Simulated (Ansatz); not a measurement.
Space group Pm-3n (No. 223). a = 4.906 Å, b = 4.906 Å, c = 4.906 Å, α = 90.00°, β = 90.00°, γ = 90.00°
```json
{"atom": "Si", "site": "2a", "symmetry": "m-3.", "x": "0.0000", "y": "0.0000", "z": "0.0000"}
{"atom": "Mo", "site": "6c", "symmetry": "-4m.2", "x": "0.2500", "y": "0.0000", "z": "0.5000"}
```

Equation of state of this SiMo3 structure (not necessarily the ground state), with shape and atoms relaxed at each volume where symmetry leaves them free. It has no gap at any of these volumes. Theory: DFT PBE, scalar-relativistic, plane waves, PAW in Ansatz 0.2.0.

Plane waves to 420 eV, a k mesh through Γ of 8×8×8 on the computed 8-atom cell and Gaussian smearing (0.10 eV); no spin polarisation.

```
V (Å³/atom) E − E(largest V) (meV/atom) P (GPa)
     12.993                       109.58    41.75
     13.436                        12.69    28.72
     13.878                       -50.90    17.59
     14.321                       -86.01     8.09
     14.764                       -96.83     0.00
     15.207                       -86.96    -6.90
     15.650                       -59.50   -12.77
     16.241                         0.00   -19.25
```

Fit a third-order Birch–Murnaghan equation to E(V).

V0 = 14.76 Å³/atom, B0 = 248 GPa, B0' = 4.3.